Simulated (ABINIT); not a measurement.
Crystal: MoS2.

```
Mo S
1.0
     1.58000    0.91221    6.15000
    -1.58000    0.91221    6.15000
     0.00000   -1.82443    6.15000
Mo S
1 2
Direct
  0.00000 0.00000 0.00000
  0.41700 0.41700 0.41700
  0.25000 0.25000 0.25000
```

Measurements of this composition are mostly on another form, of space group No. 194.

Base run:

| Quantity | Value |
| --- | --- |
| Program | ABINIT 10.8.3 (patched build) |
| Functional | PBEsol |
| Potentials or basis | PseudoDojo NC SR PBEsol v0.4.1 standard |
| Cutoff | 1088 eV |
| k mesh | 10 × 10 × 10 |
| Occupations | fermi-dirac, width 0.05 eV |
| Spin | no spin polarisation |

Its results: band gap on the k mesh 0.91 eV, indirect (least direct gap 1.96 eV); pressure 0.4 GPa; largest force 0.268 eV/Å.

Q: The run is repeated on the same cell with these changes: functional from PBEsol to LDA; potentials or basis from PseudoDojo NC SR PBEsol v0.4.1 standard to JTH PAW LDA v2.0; cutoff from 1088 eV to 544 eV. What comes out?

A: Band gap on the k mesh 0.88 eV, indirect (least direct gap 1.96 eV); pressure -2.4 GPa; largest force 0.084 eV/Å.

A k mesh can miss the band edges.
